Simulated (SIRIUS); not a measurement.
# Re (P6_3/mmc) in SIRIUS: notebook

Runs on Re. Level: PBE. Tasks: band structure.

All numbers are computed with SIRIUS 7.12.0; they aren't measurements. Logs are shortened: lines on timing, memory, paths and dates and some standing lists are left out, and cuts for length are marked. The log counts tension as positive stress, the text compression.

## Step 1: The structure

Symmetry: P6_3/mmc, No. 194, hexagonal system. The conventional cell has a = 2.761 Å, b = 2.761 Å, c = 4.458 Å, α = 90.00°, β = 90.00°, γ = 120.00°. Re (site symmetry -6m2) is surrounded by 12 Re at 2.74 to 2.76 Å.

## Step 2: Band structure, PBE

Input file sirius.json:

```json
{
  "control": {
    "processing_unit": "cpu",
    "std_evp_solver_name": "lapack",
    "gen_evp_solver_name": "lapack",
    "verbosity": 2,
    "print_forces": true,
    "ortho_rf": true,
    "use_second_variation": true,
    "rmt_max": 3.0,
    "num_bands_to_print": 24,
    "save_wf": true
  },
  "parameters": {
    "electronic_structure_method": "full_potential_lapwlo",
    "xc_functionals": ["XC_GGA_X_PBE", "XC_GGA_C_PBE"],
    "core_relativity": "dirac",
    "valence_relativity": "zora",
    "num_fv_states": 40,
    "smearing": "fermi_dirac",
    "smearing_width": 0.0018374661,
    "pw_cutoff": 20,
    "gk_cutoff": 3.61,
    "lmax_apw": 11,
    "lmax_rho": 8,
    "lmax_pot": 8,
    "num_mag_dims": 0,
    "auto_rmt": 0,
    "ngridk": [11, 11, 6],
    "shiftk": [0, 0, 0],
    "num_dft_iter": 80,
    "energy_tol": 1e-07,
    "density_tol": 1e-05,
    "use_symmetry": true
  },
  "settings": {"tol_ne": 1e-10},
  "iterative_solver": {"type": "exact"},
  "mixer": {"type": "anderson", "beta": 0.5, "max_history": 8},
  "unit_cell": {
    "lattice_vectors": [[5.2171558849, 0.0, 0.0], [-2.6085779424, 4.5181895319, 0.0], [0.0, 0.0, 8.4247770088]],
    "atom_types": ["Re"],
    "atom_files": {"Re": "Re.json"},
    "atoms": {"Re": [[0.6666666667, 0.3333333333, 0.75], [0.3333333333, 0.6666666667, 0.25]]}
  }
}
```

Input file Re.json:

```json
{
  "name": "rhenium",
  "symbol": "Re",
  "number": 75,
  "mass": 186.207,
  "rmin": 1e-06,
  "rmt": 2.55,
  "nrmt": 800,
  "rinf": 14.34,
  "core": "1s2s2p3s3p3d4s4p4d",
  "valence": [
    {"basis": [{"enu": 0.3, "dme": 0, "n": 0, "auto": 0}, {"enu": 0.3, "dme": 1, "n": 0, "auto": 0}]},
    {"l": 0, "n": 1, "basis": [{"enu": 0.4, "dme": 0, "n": 0, "auto": 0}]},
    {"l": 1, "n": 2, "basis": [{"enu": 0.4, "dme": 0, "n": 0, "auto": 0}]},
    {"l": 2, "n": 3, "basis": [{"enu": 0.4, "dme": 0, "n": 0, "auto": 0}]},
    {"l": 3, "n": 4, "basis": [{"enu": 0.4, "dme": 0, "n": 0, "auto": 0}]},
    {"l": 4, "n": 5, "basis": [{"enu": 0.4, "dme": 0, "n": 0, "auto": 0}]}
  ],
  "lo": [
    {"l": 0, "basis": [{"enu": 0.4, "dme": 0, "n": 0, "auto": 0}, {"enu": 0.4, "dme": 1, "n": 0, "auto": 0}]},
    {
      "l": 0,
      "basis": [{"enu": -2.5216, "dme": 0, "n": 5, "auto": 1}, {"enu": -2.5216, "dme": 1, "n": 5, "auto": 1}]
    },
    {"l": 0, "basis": [{"enu": -2.5216, "dme": 1, "n": 5, "auto": 1}, {"enu": 0.4, "dme": 0, "n": 0, "auto": 0}]},
    {"l": 0, "basis": [{"enu": 0.4, "dme": 0, "n": 0, "auto": 0}, {"enu": 2.8606, "dme": 0, "n": 0, "auto": 0}]},
    {"l": 1, "basis": [{"enu": 0.4, "dme": 0, "n": 0, "auto": 0}, {"enu": 0.4, "dme": 1, "n": 0, "auto": 0}]},
    {
      "l": 1,
      "basis": [{"enu": -1.1246, "dme": 0, "n": 5, "auto": 1}, {"enu": -1.1246, "dme": 1, "n": 5, "auto": 1}]
    },
    {"l": 1, "basis": [{"enu": -1.1246, "dme": 1, "n": 5, "auto": 1}, {"enu": 0.4, "dme": 0, "n": 0, "auto": 0}]},
    {"l": 1, "basis": [{"enu": 0.4, "dme": 0, "n": 0, "auto": 0}, {"enu": 3.2297, "dme": 0, "n": 0, "auto": 0}]},
    {"l": 2, "basis": [{"enu": 0.4, "dme": 0, "n": 0, "auto": 0}, {"enu": 0.4, "dme": 1, "n": 0, "auto": 0}]},
    {"l": 2, "basis": [{"enu": 0.4, "dme": 1, "n": 0, "auto": 0}, {"enu": 0.4, "dme": 2, "n": 0, "auto": 0}]},
    {"l": 2, "basis": [{"enu": 0.4, "dme": 0, "n": 0, "auto": 0}, {"enu": 2.7991, "dme": 0, "n": 0, "auto": 0}]},
    {"l": 3, "basis": [{"enu": 0.4, "dme": 0, "n": 0, "auto": 0}, {"enu": 0.4, "dme": 1, "n": 0, "auto": 0}]},
    {
      "l": 3,
      "basis": [{"enu": -0.9698, "dme": 0, "n": 4, "auto": 1}, {"enu": -0.9698, "dme": 1, "n": 4, "auto": 1}]
    },
    {"l": 3, "basis": [{"enu": -0.9698, "dme": 1, "n": 4, "auto": 1}, {"enu": 0.4, "dme": 0, "n": 0, "auto": 0}]},
    {"l": 3, "basis": [{"enu": 0.4, "dme": 0, "n": 0, "auto": 0}, {"enu": 3.9679, "dme": 0, "n": 0, "auto": 0}]},
    {"l": 4, "basis": [{"enu": 0.4, "dme": 0, "n": 0, "auto": 0}, {"enu": 0.4, "dme": 1, "n": 0, "auto": 0}]},
    {"l": 4, "basis": [{"enu": 0.4, "dme": 0, "n": 0, "auto": 0}, {"enu": 3.3527, "dme": 0, "n": 0, "auto": 0}]}
  ],
  "free_atom": [... radial grid and density of the free atom, the start of the SCF ...]
}
```

Input file sirius_start.json:

```json
{
  "control": {
    "processing_unit": "cpu",
    "std_evp_solver_name": "lapack",
    "gen_evp_solver_name": "lapack",
    "verbosity": 1,
    "print_forces": false,
    "ortho_rf": true,
    "use_second_variation": true,
    "rmt_max": 3.0,
    "num_bands_to_print": 24,
    "save_wf": false
  },
  "parameters": {
    "electronic_structure_method": "full_potential_lapwlo",
    "xc_functionals": ["XC_LDA_X", "XC_LDA_C_PW"],
    "core_relativity": "dirac",
    "valence_relativity": "zora",
    "num_fv_states": 40,
    "smearing": "fermi_dirac",
    "smearing_width": 0.0055123983,
    "pw_cutoff": 20,
    "gk_cutoff": 2.89,
    "lmax_apw": 11,
    "lmax_rho": 8,
    "lmax_pot": 8,
    "num_mag_dims": 0,
    "auto_rmt": 0,
    "ngridk": [4, 4, 2],
    "shiftk": [0, 0, 0],
    "num_dft_iter": 30,
    "energy_tol": 0.01,
    "density_tol": 0.05,
    "use_symmetry": true
  },
  "settings": {"tol_ne": 1e-10},
  "iterative_solver": {"type": "exact"},
  "mixer": {"type": "anderson", "beta": 0.5, "max_history": 8},
  "unit_cell": {
    "lattice_vectors": [[5.2171558849, 0.0, 0.0], [-2.6085779424, 4.5181895319, 0.0], [0.0, 0.0, 8.4247770088]],
    "atom_types": ["Re"],
    "atom_files": {"Re": "Re.json"},
    "atoms": {"Re": [[0.6666666667, 0.3333333333, 0.75], [0.3333333333, 0.6666666667, 0.25]]}
  }
}
```

Input file sirius_bands.json:

```json
{
  "control": {
    "processing_unit": "cpu",
    "std_evp_solver_name": "lapack",
    "gen_evp_solver_name": "lapack",
    "verbosity": 2,
    "print_forces": true,
    "ortho_rf": true,
    "use_second_variation": true,
    "rmt_max": 3.0,
    "num_bands_to_print": 24,
    "save_wf": true
  },
  "parameters": {
    "electronic_structure_method": "full_potential_lapwlo",
    "xc_functionals": ["XC_GGA_X_PBE", "XC_GGA_C_PBE"],
    "core_relativity": "dirac",
    "valence_relativity": "zora",
    "num_fv_states": 40,
    "smearing": "fermi_dirac",
    "smearing_width": 0.0018374661,
    "pw_cutoff": 20,
    "gk_cutoff": 3.61,
    "lmax_apw": 11,
    "lmax_rho": 8,
    "lmax_pot": 8,
    "num_mag_dims": 0,
    "auto_rmt": 0,
    "ngridk": [11, 11, 6],
    "shiftk": [0, 0, 0],
    "num_dft_iter": 80,
    "energy_tol": 1e-07,
    "density_tol": 1e-05,
    "use_symmetry": true
  },
  "settings": {"tol_ne": 1e-10},
  "iterative_solver": {"type": "exact"},
  "mixer": {"type": "anderson", "beta": 0.5, "max_history": 8},
  "unit_cell": {
    "lattice_vectors": [[5.2171558849, 0.0, 0.0], [-2.6085779424, 4.5181895319, 0.0], [0.0, 0.0, 8.4247770088]],
    "atom_types": ["Re"],
    "atom_files": {"Re": "Re.json"},
    "atoms": {"Re": [[0.6666666667, 0.3333333333, 0.75], [0.3333333333, 0.6666666667, 0.25]]}
  },
  "kpoints_rel": {
    "G": [0.0, 0.0, 0.0],
    "A": [0.0, 0.0, 0.5],
    "H": [0.3333333333, 0.3333333333, 0.5],
    "K": [0.3333333333, 0.3333333333, 0.0],
    "L": [0.5, 0.0, 0.5],
    "M": [0.5, 0.0, 0.0]
  },
  "kpoints_path": ["G", "M", "K", "G", "A", "L", "H", "A"]
}
```

Potentials or basis: all-electron FP-LAPW (ZORA valence), apw+lo standard.

Run with:

```sh
> OMP_NUM_THREADS=1 sirius.scf --input=sirius_start.json --output=start.json
> OMP_NUM_THREADS=1 sirius.scf --input=sirius.json --output=output.json --task=1
> OMP_NUM_THREADS=1 sirius.scf --input=sirius_bands.json --output=bands_out.json --task=2
```

Log:

```text
[info] SIRIUS version : 7.12.0
[info] number of MPI ranks           : 1
[info] MPI grid                      : 1 1
[info] maximum number of OMP threads : 1
[fft] FFT context for density and potential
[fft] =====================================
[fft]   plane wave cutoff                     : 20
[fft]   grid size                             : 36 36 60   total : 77760
[fft]   grid limits                           : -17 18   -17 18   -29 30
[fft]   number of G-vectors within the cutoff : 26957
[fft]   number of G-shells                    : 1412
[fft] FFT context for coarse grid
[fft] =====================================
[fft]   plane wave cutoff                     : 7.22
[fft]   grid size                             : 15 15 24   total : 5400
[fft]   grid limits                           : -7 7   -7 7   -11 12
[fft]   number of G-vectors within the cutoff : 1237
[fft]   number of G-shells                    : 92
[unit cell] lattice vectors
[unit cell]   a1 :       5.2171558849      0.0000000000      0.0000000000
[unit cell]   a2 :      -2.6085779424      4.5181895319      0.0000000000
[unit cell]   a3 :       0.0000000000      0.0000000000      8.4247770088
[unit cell] reciprocal lattice vectors
[unit cell]   b1 :       1.2043315258      0.6953211306     -0.0000000000
[unit cell]   b2 :       0.0000000000      1.3906422612      0.0000000000
[unit cell]   b3 :       0.0000000000     -0.0000000000      0.7457984111
[unit cell] unit cell volume :       198.58967859 [a.u.^3]
[unit cell] 1/sqrt(omega)    :         0.07096132
[unit cell] MT volume        :       138.91180236 (69.95%)
[unit cell] IT volume        :        59.67787623 (30.05%)
[unit cell] number of atom types : 1
[unit cell] type id : 0 symbol : Re mt_radius :   2.550000 num_atoms : 2
[unit cell] total number of atoms : 2
[unit cell] number of symmetry classes : 1
[unit cell] atom id  type id  class id             position                      vector_field
[unit cell] ------------------------------------------------------------------------------------------
[unit cell]      0        0        0      0.66667   0.33333   0.75000      0.00000   0.00000   0.00000
[unit cell]      1        0        0      0.33333   0.66667   0.25000      0.00000   0.00000   0.00000
[unit cell] atom id         position (Cartesian, a.u.)
[unit cell] ---------------------------------------------
[unit cell]      0       2.608578    1.506063    6.318583
[unit cell]      1      -0.000000    3.012126    2.106194
[unit cell] class id : 0 atom id : 0 1
[unit cell] minimum bond length:     5.178525
[sym] space group number   : 194
[sym] international symbol : P6_3/mmc
[sym] Hall symbol          : -P 6c 2c
[... 335 lines left out ...]
[generate_core_charge_density] atom class : 0
[generate_core_charge_density]   n,l,k : 1 0 1  energy :       -2629.27746463
[generate_core_charge_density]   n,l,k : 2 0 1  energy :        -454.97077537
[generate_core_charge_density]   n,l,k : 2 1 1  energy :        -435.25809283
[generate_core_charge_density]   n,l,k : 2 1 2  energy :        -382.34029752
[generate_core_charge_density]   n,l,k : 3 0 1  energy :        -104.78810342
[generate_core_charge_density]   n,l,k : 3 1 1  energy :         -96.00181620
[generate_core_charge_density]   n,l,k : 3 1 2  energy :         -84.50887239
[generate_core_charge_density]   n,l,k : 3 2 2  energy :         -69.77863567
[generate_core_charge_density]   n,l,k : 3 2 3  energy :         -67.28417437
[generate_core_charge_density]   n,l,k : 4 0 1  energy :         -21.31069154
[generate_core_charge_density]   n,l,k : 4 1 1  energy :         -17.64645412
[generate_core_charge_density]   n,l,k : 4 1 2  energy :         -14.96532129
[generate_core_charge_density]   n,l,k : 4 2 2  energy :          -8.95633473
[generate_core_charge_density]   n,l,k : 4 2 3  energy :          -8.46097000
[find] Total energy                   :  -33436.08047944 (Ha),  -66872.16095887 (Ry)
[find] iteration : 1, RMS (target) : 3.9375e-01 (1.0000e-05) , energy difference (target) : 7.4468e-04 (1.0000e-07)
[find] Total energy                   :  -33436.07992761 (Ha),  -66872.15985522 (Ry)
[... 26 lines left out ...]
[find] valence_eval_sum               :     -39.13698215
[find] core_eval_sum                  :  -20428.58086962
[find] kinetic energy                 :   37812.64354267
[find] enuc                           :  -41878.09069838
[find] <rho|V^{XC}>                   :    -872.08826726
[find] <rho|E^{XC}>                   :    -666.49615669
[find] <mag|B^{XC}>                   :       0.00000000
[find] <rho|V^{H}>                    :  -57408.27312717
[find] smearing (-TS)                 :      -0.00050399
[find] SCF correction                 :       0.00000816
[find] Total energy                   :  -33436.07986783 (Ha),  -66872.15973566 (Ry)
[find] Free energy (E-TS)             :  -33436.08037182 (Ha),  -66872.16074363 (Ry)
[find] band gap (eV)                  :       0.00000000
[find] Efermi                         :       0.52734548
[find] iteration : 10, RMS (target) : 3.2357e-06 (1.0000e-05) , energy difference (target) : 4.9920e-08 (1.0000e-07)
[find] converged after 11 SCF iterations!
[find] Charges and magnetic moments
[find] --------------------------------------------------------------------------------
[find] atom      charge    core leakage
[find] --------------------------------------------------------------------------------
[find]    0   73.544546    3.376526e-07
[find]    1   73.544546    3.376526e-07
[find] total core leakage    : 6.75305227e-07
[find] interstitial charge   : 2.910901
[find] total charge          : 149.999993
[find] Energy
[find] --------------------------------------------------------------------------------
[find] valence_eval_sum               :     -39.13698215
[find] core_eval_sum                  :  -20428.58086962
[find] kinetic energy                 :   37812.64354267
[find] enuc                           :  -41878.09069838
[find] <rho|V^{XC}>                   :    -872.08826726
[find] <rho|E^{XC}>                   :    -666.49615669
[find] <mag|B^{XC}>                   :       0.00000000
[find] <rho|V^{H}>                    :  -57408.27312717
[find] smearing (-TS)                 :      -0.00050399
[find] SCF correction                 :       0.00000816
[find] Total energy                   :  -33436.07986783 (Ha),  -66872.15973566 (Ry)
[find] Free energy (E-TS)             :  -33436.08037182 (Ha),  -66872.16074363 (Ry)
[find] band gap (eV)                  :       0.00000000
[find] Efermi                         :       0.52734548
[ground_state]
[ground_state] ==== total Forces in Ha/bohr =====
[ground_state] atom:    0, force:      -0.0000000     -0.0000000      0.0000000
[ground_state] atom:    1, force:       0.0000000      0.0000000      0.0000000
[ground_state] ==== contribution from density =====
[ground_state] atom:    0, force:       0.0000000      0.0000000      0.0000000
[ground_state] atom:    1, force:      -0.0000000     -0.0000000      0.0000000
[ground_state] ==== contribution from Hartree potential =====
[ground_state] atom:    0, force:       0.0000000     -0.0000000      0.0000000
[ground_state] atom:    1, force:      -0.0000000     -0.0000000      0.0000000
[ground_state] ==== contribution from IBS =====
[ground_state] atom:    0, force:      -0.0000000     -0.0000000      0.0000000
[ground_state] atom:    1, force:       0.0000000      0.0000000      0.0000000
```

Run time: 1.9 min. Hardware: 1 thread of Arm Neoverse V1, shared host; peak memory 0.52 GiB.

What came out:

```
Free energy                                       : -909842.0975 eV
Band gap along the path                           : none (metal or under the smearing width)
All electrons inside the program's atomic spheres : Re 73.54 (radii Re 2.55 bohr)
```

Levels at the corners of the path, in eV from the Fermi level:
```csv
point,band 27,band 28,band 29,band 30,band 31,band 32
Γ,-1.58,-0.74,-0.74,0.19,0.19,0.61
M,-1.74,-1.38,-0.60,3.99,4.40,4.53
K,-2.13,-2.13,-0.04,3.04,3.04,3.52
Γ,-1.58,-0.74,-0.74,0.19,0.19,0.61
A,-1.71,-1.71,-1.71,-1.71,2.56,2.56
L,0.39,0.39,0.91,0.91,4.30,4.30
H,-2.15,-2.15,0.06,0.06,3.36,3.36
A,-1.71,-1.71,-1.71,-1.71,2.56,2.56
```

Caveat: spin-orbit coupling is left out, which moves the levels of the heavy elements.

## Step 3: Band structure, PBE

sirius.json, as its differences from that of step 2:

```diff
@@ -17,3 +17,3 @@
     "core_relativity": "dirac",
-    "valence_relativity": "zora",
+    "valence_relativity": "koelling_harmon",
     "num_fv_states": 40,
```

Re.json is that of step 2.

sirius_start.json, as its differences from that of step 2:

```diff
@@ -17,3 +17,3 @@
     "core_relativity": "dirac",
-    "valence_relativity": "zora",
+    "valence_relativity": "koelling_harmon",
     "num_fv_states": 40,
```

sirius_bands.json, as its differences from that of step 2:

```diff
@@ -17,3 +17,3 @@
     "core_relativity": "dirac",
-    "valence_relativity": "zora",
+    "valence_relativity": "koelling_harmon",
     "num_fv_states": 40,
```

Potentials or basis: all-electron FP-LAPW (Koelling-Harmon valence), apw+lo standard.

Run with:

```sh
> OMP_NUM_THREADS=1 sirius.scf --input=sirius_start.json --output=start.json
> OMP_NUM_THREADS=1 sirius.scf --input=sirius.json --output=output.json --task=1
> OMP_NUM_THREADS=1 sirius.scf --input=sirius_bands.json --output=bands_out.json --task=2
```

Wall time 1.9 min (1 thread of Arm Neoverse V1, shared host); peak memory 0.52 GiB.

It converged, with:

```yaml
Free_energy: -909842.0978 eV
Band_gap_along_the_path: none (metal or under the smearing width)
All_electrons_inside_the_program's_atomic_spheres: Re 73.54 (radii Re 2.55 bohr)
```

Levels at the corners of the path, in eV from the Fermi level:
| point | band 26 | band 27 | band 28 | band 29 | band 30 | band 31 | band 32 | band 33 |
| --- | --- | --- | --- | --- | --- | --- | --- | --- |
| Γ | -1.58 | -1.58 | -0.74 | -0.74 | 0.19 | 0.19 | 0.61 | 3.37 |
| M | -1.94 | -1.74 | -1.38 | -0.60 | 3.99 | 4.40 | 4.53 | 6.09 |
| K | -3.37 | -2.13 | -2.13 | -0.04 | 3.04 | 3.04 | 3.52 | 6.48 |
| Γ | -1.58 | -1.58 | -0.74 | -0.74 | 0.19 | 0.19 | 0.61 | 3.37 |
| A | -2.39 | -1.71 | -1.71 | -1.71 | -1.71 | 2.56 | 2.56 | 2.56 |
| L | -4.10 | 0.39 | 0.39 | 0.91 | 0.91 | 4.30 | 4.30 | 4.79 |
| H | -3.74 | -2.15 | -2.15 | 0.06 | 0.06 | 3.36 | 3.36 | 9.55 |
| A | -2.39 | -1.71 | -1.71 | -1.71 | -1.71 | 2.56 | 2.56 | 2.56 |

Caveat: spin-orbit coupling is left out, which moves the levels of the heavy elements.
